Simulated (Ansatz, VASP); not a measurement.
One calculation of Sb, two programs

```xyz
2
Lattice="2.1542 1.2437 3.7580 -2.1542 1.2437 3.7580 0.0000 -2.4875 3.7580" Properties=species:S:1:pos:R:3 pbc="T T T"
Sb    0.0000    0.0000    8.6416
Sb    0.0000    0.0000    2.6324
```

Alike in both runs: task single point; functional LDA; k mesh 8 × 8 × 8; occupations gaussian, width 0.05 eV; no spin polarisation.

|  | VASP | Ansatz |
| --- | --- | --- |
| version | VASP 6.6.1 | Ansatz 0.2.0 |
| potentials or method | VASP PAW LDA potentials, release 64 (Sb) | Ansatz PAW |
| plane-wave cutoff (eV) | 500 | 420 |
| valence electrons in the cell | 10 | 30 |

```tsv
	VASP	Ansatz	Ansatz less VASP
gap on the k mesh at the Fermi level (eV)	none	none	-
pressure (GPa)	-0.9	-1.2	-0.27
largest component of the traceless stress (GPa)	0.44	0.37	-0.064
rms of the force components (eV/Å)	0.037	0.002	-0.0354
```

Atom by atom the forces differ by 0.039 eV/Å (rms over components). A gap of «none» marks a metal or a gap that the smearing closes. The two sets of potentials don't hold the same shells in valence.

Caveats: the PAW data sets come from PBE, with cores solved anew for the run's functional, which leaves a small shift of forces and pressure (Ansatz). Spin-orbit coupling is left out, which matters for the levels of Sb.
